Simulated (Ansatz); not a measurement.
Runs of Ansatz 0.2.0 on GaP. It takes space group F-43m (No. 216, cubic). Conventional cell: a = 5.451 Å, b = 5.451 Å, c = 5.451 Å, α = 90.00°, β = 90.00°, γ = 90.00°. Ga (site symmetry -43m) is surrounded by 4 P at 2.36 Å. Around P (site symmetry -43m) lie 4 Ga at 2.36 Å. 

```tsv
task	level	potentials or basis	spin	cell	k mesh	cutoff (eV)	gap on the mesh (eV)	pressure (GPa)	relaxed volume (Å³/atom)
relaxation of cell and atoms	PBEsol	all-electron LAPW, scalar-relativistic	off	relaxed	6 × 6 × 6	-	1.50	0.0	20.11
relaxation of cell and atoms	PBEsol	all-electron LAPW, scalar-relativistic	off	relaxed	8 × 8 × 8	-	1.50	0.0	20.10
band structure	PBEsol	all-electron LAPW, scalar-relativistic	off	as given	6 × 6 × 6	278	1.51	-0.5	-
relaxation of cell and atoms	RPBE	all-electron LAPW, scalar-relativistic	off	relaxed	8 × 8 × 8	-	1.50	0.0	21.42
relaxation of cell and atoms	PBEsol	all-electron LAPW, relativistic spinors	SOC, no magnetisation	relaxed	6 × 6 × 6	-	(d)	0.0	20.11
band structure	PBEsol	all-electron LAPW, relativistic spinors	SOC, no magnetisation	as given	6 × 6 × 6	278	1.48	-0.6	-
relaxation of cell and atoms	LDA	all-electron LAPW, scalar-relativistic	off	relaxed	8 × 8 × 8	-	(b)	0.0	(c)
relaxation of cell and atoms	revPBE	all-electron LAPW, scalar-relativistic	off	relaxed	8 × 8 × 8	-	(a)	0.0	21.26
```

Alike in all rows: smearing fermi-dirac 0.05 eV; basis error allowed 0.001 eV/atom.

Problem. Estimate the missing entries.

Solution. (a) 1.53; (b) 1.43; (c) 19.59; (d) 1.47.

A k mesh can miss the band edges, and rows without SOC leave out spin-orbit coupling on Ga.

Runs at the PBE level aren't shown here.
